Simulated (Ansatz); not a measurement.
# Ge (Cmcm) in Ansatz: a series of runs

One crystal, Ge, is run at these levels: HSE06 form with a typed share of exact exchange; tasks: single point.

All numbers are computed with Ansatz 0.2.0; they aren't measurements. Logs are shortened: lines on timing, memory, paths and dates and some standing lists are left out, and cuts for length are marked.

### 1 Starting point

Symmetry: Cmcm, No. 63, orthorhombic system. Conventional cell: a = 2.976 Å, b = 5.189 Å, c = 4.728 Å, α = 90.00°, β = 90.00°, γ = 90.00°. Ge (site symmetry m2m) has 12 Ge at 2.92 to 2.99 Å as nearest neighbours.

This isn't the form of Ge at room conditions, which is diamond.

### 2 Single point, HSE06 form with a typed share of exact exchange

Input file input:

```
crystal:
  lattice:
    - [1.488052925, -2.59468961, 0.0]
    - [1.488052925, 2.59468961, 0.0]
    - [0.0, 0.0, 4.72759579]
  atoms:
    - { symbol: Ge, position: [0.33344663, 0.66655337, 0.25] }
    - { symbol: Ge, position: [0.66655337, 0.33344663, 0.75] }
hamiltonian:
  xc: { exchange: pbe, correlation: pbe, exx: { coeff: 0.25, omega: 0.1 } }
  pseudopotentials: { kind: paw }
kpoints:
  mp_grid: { grid: [5, 5, 3] }
scf:
  occupations: { method: fermi_dirac, width: 0.05 }
output:
  forces: true
  stress: true
  eigenvalues: true
  write_density: true
  write_potential: true
  elf: true
  volumetric_format: npy
```

Potentials or basis: Ansatz PAW.

The log of the run:

```text
Warning: output.stress: scf.convergence.dr2_threshold = 1e-7 eV (the SCF's general default) is looser than the 2e-10 eV advised for a printed stress (1e-10 eV for each atom of the cell: 2). What an SCF threshold leaves in a stress goes as its square root, and in the free energy as the threshold itself, and one threshold admits the most on a small cell: of the crystals measured, under no hybrid functional and no lock of the moments, on runs that ended without the residual-converged pass, on stresses that held no estimate of that error, the worst erred by over 100 MPa in a component at 1e-7 eV an atom and by under 5 at 1e-10. Set scf.convergence.dr2_threshold to 2e-10 eV or tighter. The threshold is an SCF's pass mark: one that does not reach it within its budget of iterations ends unconverged, or closes short of it on a stop that the run arms, and scf.convergence.dr2_threshold's page says what that costs each kind of run
Warning: output.stress: scf.exx.energy_threshold = 1e-6 eV is looser than the 2e-8 eV advised for a stress under a hybrid functional (1e-8 eV for each atom of the cell: 2). Every SCF of the exchange loop can meet its threshold on dr2 while the loop round them stops early: no threshold on dr2 bounds what that leaves in the stress. Set scf.exx.energy_threshold to 2e-8 eV or tighter. The threshold is the loop's pass mark: a loop that does not reach it within its budget of cycles ends unconverged, and scf.exx.energy_threshold's page has the law
exact exchange: scf.exx.singularity resolves to wigner_seitz, which cuts the screened interaction at the faces of the exchange supercell's Wigner-Seitz cell, so that each pair interacts once, at the shortest of its separations (the periodic images that this leaves out come, for a point-like exchange hole, to about 0.081 eV on a filled level). The cut falls within the interaction's reach, and what an exchange supercell this small leaves in the energy, the band gaps and, where it is computed, the pressure is not bounded here. The exchange supercell (the smallest cell that an SCF of this deck is solved on times the 5×5×3 mesh of the exchange sum) has its nearest image at L = 14.18 Å, 1.42 times the interaction's range 1/ω = 10.00 Å. A denser mesh of the exchange sum (kpoints.mp_grid; where a k-mesh is refused, the cell repeated along its short axes), shrinks what is left. The k-mesh (kpoints.mp_grid) can leave an error of its own, as it does under a semilocal functional: two runs of this structure under PBE, one on that k-mesh and one on a denser one or on the cell repeated (per cell), show about how large it is in the energy; in a metal the hybrid's can be larger than they show. Converge the k-mesh under the hybrid itself. See scf.exx.q_mesh
GPUs: using 1 of 1 available (devices: 1).
Engine: ansatz 0.2.0, x86_64-unknown-linux-gnu
Pseudopotentials: kind: paw
Pseudopotential: Ge, paw, valence charge 14, recommended cutoff 420 eV (normal), Ge.paw.azcp
Functional definition: unnamed
  parameter a_1 = 0.25
  parameter omega_1 = 0.1/angstrom
  exchange = pbe_x + (-a_1)*pbe_x_sr(omega_1) + a_1*exact_x_sr(omega_1)
  correlation = pbe_c
device memory: the entry about to start is reckoned to put 0.5 GiB on a device that reports 67.4 GiB free (of which the cap on the GPU budget leaves the run 18.0 GiB)
GPU FFT provider: cuFFT
GPU libraries: cuBLAS 13.8.2, cuFFT 12.4.0, cuSOLVER 12.3.4
Crystal: 2 atoms, lattice volume = 36.507 Å³
Basis set: ecut = 420 eV, 695 PW (Γ), exchange–correlation on 40×40×64 points (8 copies of the dense FFT grid, shifted against one another)
Bands: 18, of which v1, the nominal top of the filled ones, is band 14 counted from 1 (13 counted from 0)
Symmetry: 8 space group operations
Space group: Cmcm (ITA 63), of the structure as read, at distance tolerance 3.3e-5 Å
k-points: 18 of 75
Non-local potential: Ge, projectors of the file, l = 0: 2, l = 1: 2, l = 2: 3, l = 3: 1
PAW form: soft (Blöchl's): semilocal exchange-correlation on the pseudo side does not see the compensation charge
PAW frozen core: Ge, regenerated for the run's functional, and the local potential with it (the file was generated under x = pbe(κ = 0.804, μ = 0.2195149727645171), c = pbe(β = 0.06672455060314922))
PAW one-centre angular grid: Ge, 590 points (default); XC on 64 Gauss nodes
Initial density: superposition of atomic densities (neutral atoms: chi_scale 0, normalization atom), corrected by the library's trained network
Initial wavefunctions: pseudopotential atomic-orbital guess
GPU buffer pool allocated for 12800 grid points (all kernels)
GPU transforms: local potential and band sums: pruned to the plane-wave sphere, on 20×20×32
Functional: x = pbe(κ = 0.804, μ = 0.2195149727645171), c = pbe(β = 0.06672455060314922), warm-up for x = pbe(κ = 0.804, μ = 0.2195149727645171) + 0.25 (exact − pbe) at short range (hse, ω = 0.1 Å⁻¹), c = pbe(β = 0.06672455060314922)
SCF iter   1: F=—  HF=-8589.202445 eV  |F-HF|=—  |Δ(HF+E_count)|=         —  Δρ=1.80e-3  dr2=1.06e-3  ethr=1.77e-3  ⟨swp⟩=5.4  Hψ=1186  notcnv=0
preconditioner: auto → none  [metal: Δε(μ)=0.033 eV  Ē_g=23.199 eV  σ=0.050 eV  W_gap=0.16  n_scr=8 (ndim 8)  ℏωp=32.5 eV  f_vac=0.000  D(μ)=2.20/eV (n_scr^D=22)  sad-step TF]
SCF iter   2: F=—  HF=-8589.202668 eV  |F-HF|=—  |Δ(HF+E_count)|=   2.23e-4  Δρ=1.13e-3  dr2=4.61e-4  ethr=3.80e-6  ⟨swp⟩=3.0  Hψ=783  notcnv=0
iter 3 solved again at ethr=2.96e-8 eV; its pass at ethr=1.65e-6 eV (dr2=8.30e-6 eV) is discarded
SCF iter   3: F=—  HF=-8589.202668 eV  |F-HF|=—  |Δ(HF+E_count)|=   3.36e-7  Δρ=2.16e-4  dr2=9.46e-6  ethr=2.96e-8  ⟨swp⟩=3.0  Hψ=1397  notcnv=0
SCF iter   4: F=—  HF=-8589.202659 eV  |F-HF|=—  |Δ(HF+E_count)|=   9.74e-6  Δρ=5.03e-5  dr2=3.49e-7  ethr=2.96e-8  ⟨swp⟩=3.0  Hψ=832  notcnv=0
SCF iter   5: F=—  HF=-8589.202659 eV  |F-HF|=—  |Δ(HF+E_count)|=   7.90e-7  Δρ=9.25e-6  dr2=1.99e-8  ethr=1.25e-9  ⟨swp⟩=3.0  Hψ=652  notcnv=0
SCF iter   6: F=—  HF=-8589.202659 eV  |F-HF|=—  |Δ(HF+E_count)|=   1.25e-8  Δρ=2.15e-6  dr2=9.52e-10  ethr=7.10e-11  ⟨swp⟩=3.0  Hψ=794  notcnv=0
[... 108 lines left out ...]
SCF 6 stopped early in 13 iterations: F = -8590.644122 eV  dr2 = 1.65e-6
  Residual-converged pass: ⟨swp⟩=2.0  Hψ=416  notcnv=0  max |occ|·‖R‖ = 6.6e-6 eV (tolerance 6.7e-6 eV)  dr2=1.65e-6  dr2_onsite=1.55e-8  max |Δocc| = 1.2e-12
hybrid outer 1: dexx = +8.286e-3 eV, tail = 4.50e-5 eV
GPU FFT provider: cuFFT
GPU libraries: cuBLAS 13.8.2, cuFFT 12.4.0, cuSOLVER 12.3.4
GPU buffer pool allocated for 12800 grid points (all kernels)
GPU transforms: local potential and band sums: pruned to the plane-wave sphere, on 20×20×32
Exchange kernel: α = 0.2500, screened, ω = 0.1000 Å⁻¹, Wigner–Seitz truncation, v(0) = 2892.0549 eV·Å³, q-mesh 5×5×3, nearest image of the exchange supercell L = 14.18 Å, pair-density grid 15×15×20, without the augmentation charges, whose exchange is taken in its separable form by FFT convolution over the k-point mesh (sized by the pseudopotential files, 18×18×32 at the most), smooth part of the exact exchange by density-matrix convolution in up to 981.3 MiB of GPU memory as planned if the GPU has room (build and FFT work areas not counted)
Frozen-core exchange: fock
SCF iter   1: F=—  HF=-8590.644148 eV  |F-HF|=—  |Δ(HF+E_count)|=         —  Δρ=2.69e-4  dr2=3.22e-5  ethr=2.56e-7  ⟨swp⟩=3.6  Hψ=708  notcnv=0
preconditioner: auto → none  [insulator: Δε(μ)=0.151 eV  Ē_g=26.717 eV  σ=0.050 eV  W_gap=0.55  n_scr=8 (ndim 8)  ℏωp=32.5 eV  f_vac=0.000  D(μ)=0.85/eV (n_scr^D=2)]
SCF iter   2: F=—  HF=-8590.644135 eV  |F-HF|=—  |Δ(HF+E_count)|=   1.32e-5  Δρ=9.93e-5  dr2=4.15e-6  ethr=1.14e-7  ⟨swp⟩=2.1  Hψ=581  notcnv=0  defer=1
SCF iter   3: F=—  HF=-8590.644135 eV  |F-HF|=—  |Δ(HF+E_count)|=   3.83e-7  Δρ=3.90e-5  dr2=8.90e-7  ethr=1.40e-8  ⟨swp⟩=3.2  Hψ=784  notcnv=0  defer=2
SCF iter   4: F=—  HF=-8590.644136 eV  |F-HF|=—  |Δ(HF+E_count)|=   1.74e-7  Δρ=9.45e-6  dr2=7.81e-8  ethr=2.11e-9  ⟨swp⟩=3.2  Hψ=806  notcnv=0  defer=2
SCF iter   5: F=—  HF=-8590.644136 eV  |F-HF|=—  |Δ(HF+E_count)|=   1.14e-7  Δρ=3.29e-6  dr2=1.99e-8  ethr=1.02e-10  ⟨swp⟩=3.7  Hψ=928  notcnv=0  defer=2
SCF iter   6: F=—  HF=-8590.644136 eV  |F-HF|=—  |Δ(HF+E_count)|=   6.49e-8  Δρ=3.82e-6  dr2=5.63e-9  ethr=8.47e-12  ⟨swp⟩=4.2  Hψ=1049  notcnv=0  defer=1
SCF iter   7: F=-8590.644136 eV  HF=-8590.644136 eV  |F-HF|=4.18e-11  |Δ(HF+E_count)|=   1.28e-9  Δρ=4.15e-7  dr2=9.11e-11  ethr=8.47e-12  ⟨swp⟩=4.2  Hψ=952  notcnv=0  defer=1
SCF 7 converged in 7 iterations: F = -8590.644136 eV  dr2 = 9.11e-11
  Residual-converged pass: ⟨swp⟩=3.0  Hψ=710  notcnv=0  max |occ|·‖R‖ = 1.4e-7 eV (tolerance 2.4e-7 eV)  dr2=9.05e-11  dr2_onsite=4.37e-12  max |Δocc| = 5.5e-14
hybrid outer 2: dexx = +4.334e-6 eV, tail = 2.55e-8 eV, Δε = 5.94e-3 eV (about 8.30e-4 eV left of the loop's levels), ΔF = 7.35e-3 eV/Å (tail 1.53e-3)
exact exchange: an outer loop of this run ended on a state whose frontier levels can be filled otherwise, and a further loop was made from that state with electrons moved between them. It converged no lower than the two loops' stops tell apart, in 20 SCF iterations, so its state is not used
hybrid SCF converged: 2 outer / 20 inner (+7 warm-up), last move |dexx| = 1.07e-6 eV, tail = 3.93e-8 eV
Stability not checked: this state was not tested for a lower state beside it, because the functional holds exact exchange (a hybrid, or Hartree-Fock), whose exchange loop this test does not read (fock_operator; see scf.lower_state_search)
Free energy (F): -8590.644136 eV
Frozen-core exchange: fock
Harris-Foulkes:  -8590.644136 eV  (|F-HF|=8.00e-11)
Internal energy: -8590.637273 eV  (E = F + TS)
E sigma→0 (E₀):  -8590.640705 eV
Entropy (-TS):   -0.006862 eV (-3.431 meV/atom)
Fermi energy:    11.325685 eV
--- Per-component energies (eV) ---
  E_band       = -293.440156
  E_kinetic    = 219.216678
  E_local      = -4203.735780  (includes V_loc(G=0)·N_el)
  E_nonlocal   = 831.389485
  E_hartree    = 1843.721484
  E_xc         = -119.559694
  E_vxc        = -102.357128  (∫ρ·V_xc dr)
  E_exx        = -114.269562  (= α·E_x^exact, valence–valence)
  E_paw        = -3951.263990  (= ΣΔE_a)
  E_vpaw       = -496.858411  (= ΣTr[D̂ρ^β])
  E_aug_tail   = 0.000624  (compensation charges beyond the density's cutoff)
  E_ewald      = -3095.412836
  E_core_change = -0.723683  (= ΣΔE_core)
  E_smearing   = -0.006862  (= −TS)
  E_closure    = -0.000000  (closes the sum)
  Σ components = -8590.644136   (vs F -8590.644136, Δ=1.82e-12)
--- Forces (eV/Å), atoms counted from 1 ---
  atom   1  Ge     0.00000000    -0.06666431     0.00000000
  atom   2  Ge     0.00000000     0.06666431     0.00000000
  max |Σ_I F_I| component: 0.00e0 eV/Å
--- Stress (GPa, compression-positive) ---
       -1.196558       0.000000       0.000000
        0.000000      -1.063716       0.000000
        0.000000       0.000000       8.947059
  P = ⅓ Tr σ = 2.2289 GPa (22.289 kbar)
--- Band table (eV; the first three rows and the last of 18) ---
  k-point 0: bands = ["-16.8284", "-16.8242", "-16.8224", "-16.8189", "-16.8154", "-16.8095", "-16.7946", "-16.7892", "-16.7226", "-16.7173", "-3.7590", "2.8372", "4.8724", "19.1375", "19.2626", "21.3374", "21.4602", "22.9232"]
  k-point 1: bands = ["-16.8359", "-16.8318", "-16.8280", "-16.8243", "-16.8181", "-16.8117", "-16.7666", "-16.7616", "-16.7339", "-16.7288", "-2.9415", "-0.4698", "9.9093", "17.3272", "19.7495", "19.8704", "20.9749", "21.0913"]
  k-point 2: bands = ["-16.8515", "-16.8231", "-16.8071", "-16.8040", "-16.7989", "-16.7947", "-16.7883", "-16.7776", "-16.7379", "-16.7165", "-2.7740", "3.7937", "5.9615", "13.0187", "16.6428", "18.0803", "20.5322", "21.3612"]
  k-point 17: bands = ["-16.8661", "-16.8438", "-16.8387", "-16.8105", "-16.7933", "-16.7531", "-16.7412", "-16.7403", "-16.7272", "-16.7180", "0.9557", "3.3193", "6.6040", "9.0483", "14.0601", "15.6950", "17.9097", "18.0451"]
```

It took 40 s on 1 × NVIDIA H100 80GB HBM3 with 2 threads of AMD EPYC 7R13 (Zen 3), shared host; peak memory 1.7 GiB.

What came out:

```yaml
Free_energy: -8590.6441 eV
Pressure: 2.2 GPa
Largest_force: 0.067 eV/Å
Band_gap_on_the_k_mesh: none (metal or under the smearing width)
```

Forces on the atoms (eV/Å):
```
Ge   0.000 -0.067  0.000
Ge   0.000  0.067  0.000
```

Stress tensor (GPa, compression positive):
```
-1.20  0.00  0.00
 0.00 -1.06  0.00
 0.00  0.00  8.95
```

Caveat: the k mesh is coarse (spacing up to 0.49 Å⁻¹), so the values aren't converged, least of all with exact exchange; the PAW data sets come from PBE, with cores solved anew for the run's functional, which leaves a small shift of forces and pressure; the thresholds are loose for stress.

### 3 Single point, HSE06 form with a typed share of exact exchange

input, as its differences from that of step 2:

```diff
@@ -9,3 +9,6 @@
 hamiltonian:
-  xc: { exchange: pbe, correlation: pbe, exx: { coeff: 0.25, omega: 0.1 } }
+  xc:
+    exchange: pbe
+    correlation: pbe
+    exx: { coeff: 0.25, omega: 0.15 }
   pseudopotentials: { kind: paw }
```

Potentials or basis: Ansatz PAW.

It took 20 s on 1 × NVIDIA H100 80GB HBM3 with 2 threads of AMD EPYC 7R13 (Zen 3), shared host; peak memory 1.7 GiB.

It converged, with:

```yaml
Free_energy: -8590.6505 eV
Pressure: 2.4 GPa
Largest_force: 0.015 eV/Å
Band_gap_on_the_k_mesh: none (metal or under the smearing width)
```

Forces in eV/Å, atoms in the order of the input:
```
Ge   0.000 -0.015  0.000
Ge   0.000  0.015  0.000
```

Stress tensor (GPa, compression positive):
```
-0.71  0.00  0.00
 0.00 -1.10  0.00
 0.00  0.00  9.04
```

Levels at points of the mesh, in eV from the Fermi level:
| k point | band 12 | band 13 | band 14 | band 15 | band 16 | band 17 |
| --- | --- | --- | --- | --- | --- | --- |
| (0.00, 0.00, 0.00) | -8.39 | -6.35 | 7.70 | 7.83 | 9.90 | 10.03 |

Caveat: the k mesh is coarse (spacing up to 0.49 Å⁻¹), so the values aren't converged, least of all with exact exchange; the PAW data sets come from PBE, with cores solved anew for the run's functional, which leaves a small shift of forces and pressure; the thresholds are loose for stress.

### 4 Single point, HSE06 form with a typed share of exact exchange

input, as its differences from that of step 3:

```diff
@@ -9,6 +9,3 @@
 hamiltonian:
-  xc:
-    exchange: pbe
-    correlation: pbe
-    exx: { coeff: 0.25, omega: 0.15 }
+  xc: { exchange: pbe, correlation: pbe, exx: { coeff: 0.25, omega: 0.2 } }
   pseudopotentials: { kind: paw }
@@ -22,5 +19 @@
   eigenvalues: true
-  write_density: true
-  write_potential: true
-  elf: true
-  volumetric_format: npy
```

Wall time 17 s (1 × NVIDIA H100 80GB HBM3 with 2 threads of AMD EPYC 7R13 (Zen 3), shared host); peak memory 1.6 GiB.

Results (log left out):

* Free energy: -8590.6617 eV
* Pressure: 2.6 GPa
* Band gap on the k mesh: none (metal or under the smearing width)

Stress tensor (GPa, compression positive):
```
-0.43  0.00  0.00
 0.00 -0.78  0.00
 0.00  0.00  9.13
```

Levels at points of the mesh, in eV from the Fermi level:
```tsv
k point	band 11	band 12	band 13	band 14	band 15	band 16	band 17	band 18
(0.00, 0.00, 0.00)	-14.88	-8.27	-6.23	7.61	7.73	9.81	9.93	11.39
```

Caveat: the k mesh is coarse (spacing up to 0.49 Å⁻¹), so the values aren't converged, least of all with exact exchange; the PAW data sets come from PBE, with cores solved anew for the run's functional, which leaves a small shift of forces and pressure; the thresholds are loose for stress.

### 5 Single point, HSE06 form with a typed share of exact exchange

input, as its differences from that of step 4:

```diff
@@ -9,3 +9,3 @@
 hamiltonian:
-  xc: { exchange: pbe, correlation: pbe, exx: { coeff: 0.25, omega: 0.2 } }
+  xc: { exchange: pbe, correlation: pbe, exx: { coeff: 0.25, omega: 0.3 } }
   pseudopotentials: { kind: paw }
@@ -19 +19,5 @@
   eigenvalues: true
+  write_density: true
+  write_potential: true
+  elf: true
+  volumetric_format: npy
```

It took 15 s on 1 × NVIDIA H100 80GB HBM3 with 2 threads of AMD EPYC 7R13 (Zen 3), shared host; peak memory 1.7 GiB.

The run converged. Its results:

```
Free energy            : -8590.6818 eV
Pressure               : 3.1 GPa
Largest force          : 0.009 eV/Å
Band gap on the k mesh : none (metal or under the smearing width)
```

Forces on the atoms (eV/Å):
```
Ge   0.000  0.009  0.000
Ge   0.000 -0.009  0.000
```

Stress tensor (GPa, compression positive):
```
 0.05  0.00  0.00
 0.00 -0.23  0.00
 0.00  0.00  9.35
```

Levels at points of the mesh, in eV from the Fermi level:
| k point | band 11 | band 12 | band 13 | band 14 | band 15 | band 16 | band 17 | band 18 |
| --- | --- | --- | --- | --- | --- | --- | --- | --- |
| (0.00, 0.00, 0.00) | -14.65 | -8.07 | -6.02 | 7.44 | 7.56 | 9.63 | 9.76 | 11.20 |

Caveat: the k mesh is coarse (spacing up to 0.49 Å⁻¹), so the values aren't converged, least of all with exact exchange; the PAW data sets come from PBE, with cores solved anew for the run's functional, which leaves a small shift of forces and pressure; the thresholds are loose for stress.

### 6 Summary

```tsv
screening (1/Å)	gap on the mesh (eV)	pressure (GPa)	largest force (eV/Å)
0.1	none	2.2	0.07
0.15	none	2.4	0.02
0.2	none	2.6	-
0.3	none	3.1	0.01
```

Alike in all rows: task single point; level HSE06 form with a typed share of exact exchange; potentials or basis Ansatz PAW; no spin polarisation; cell as given; k mesh 5 × 5 × 3; cutoff (eV) 420; smearing fermi-dirac 0.05 eV; the mesh is coarse, so values aren't converged.

Caveats: all runs use coarse meshes; the PAW data sets come from PBE, with cores solved anew for the run's functional, which leaves a small shift of forces and pressure; the thresholds are loose for stress.

Total energies depend on the potentials used, so only differences within one code and one set of settings carry meaning.
